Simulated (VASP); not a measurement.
Input of a VASP 6.6.1 run:

INCAR

```
SYSTEM = C
  PREC = Accurate
  ENCUT = 520
  EDIFF = 1E-7
  ISMEAR = 0
  SIGMA = 0.02
  LREAL = .False.
  LASPH = .True.
  NELM = 100
  ALGO = Fast
  ISIF = 2
  LWAVE = .False.
  LCHARG = .True.
  LDIPOL = .True.
  IDIPOL = 3
  DIPOL = 0.5 0.5 0.306
  GGA = PE
  LELF = .True.
  LVHAR = .True.
  LVACPOTAV = .True.
  NBANDS = 16
```

KPOINTS

```
Automatic mesh
0
Gamma
  8 12 1
  0 0 0
```

The input POSCAR:

```
C
1.0
    4.4279609277      0.0000000000      0.0000000000
    0.0000000000      2.8770009496      0.0000000000
    0.0000000000      0.0000000000     26.1195910400
C
4
Direct
    0.5000000000      0.2500000000      0.3352349989
    0.5000000000      0.7500000000      0.3352349989
    0.5000000000      0.2500000000      0.2773320193
    0.5000000000      0.7500000000      0.2773320193
```

Potentials or basis: VASP PAW PBE potentials, release 64 (C).

Run with:

```bash
$ cat potpaw_PBE.64/C/POTCAR > POTCAR
$ mpirun -np 1 vasp_std > vasp.out
```

What does it give for the largest force?

0.071 eV/Å.

What does it give for the ionisation potential of the upper face?

4.69 eV.

Forces on the atoms (eV/Å):
```
C    0.000  0.000  0.071
C    0.000  0.000  0.071
C    0.000  0.000 -0.071
C    0.000  0.000 -0.071
```
